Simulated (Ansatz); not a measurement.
**Abstraction of Br: C4H9Br + C2H3O → C4H9 + C2H3BrO**

Species: C4H9Br (1-bromobutane) `CCCCBr`, singlet; C2H3O (acetyl radical) `C[C]=O`, doublet; C4H9 (1-butyl radical) `[CH2]CCC`, doublet; C2H3BrO (acetyl bromide) `CC(=O)Br`, singlet. A radical takes Br: the energy is the difference in strength between two C–Br bonds in different surroundings.

Shapes, held fixed at every level: PBE0-D4/def2-TZVP. Flexible molecules stand in one conformer, not always the lowest. Programs: Ansatz 0.2.0. The zero-point and thermal change to 298 K, harmonic and unscaled (PBE0-D4/def2-TZVP), is -6.4 kJ/mol.

Q: Estimate ΔH(298 K) of this reaction.

A: wB97X-V/def2-TZVPP gives ΔH(298 K) = +12.9 kJ/mol; the levels span -14.4 to +12.9. They disagree on the sign: 3 of 8 are positive. The median of the levels is -0.8. No measured value is set beside it here. Open shells run unrestricted. Relativity is left out for Br. Outer-core shells of Br are correlated, in sets that cover them unevenly.

| level | kind | ΔH(298 K) (kJ/mol) |
| --- | --- | --- |
| MP2/def2-TZVPP | perturbation theory | +10.1 |
| HF/def2-TZVPP | Hartree–Fock | +0.1 |
| SPW92/def2-TZVPP | LDA | -1.1 |
| PBE-D4/def2-TZVPP | GGA | -4.8 |
| r2SCAN-D4/def2-TZVPP | meta-GGA | -14.4 |
| PBE0-D4/def2-TZVPP | global hybrid | -0.5 |
| r2SCAN0-D4/def2-TZVPP | global hybrid | -7.8 |
| wB97X-V/def2-TZVPP | range-separated hybrid | +12.9 |
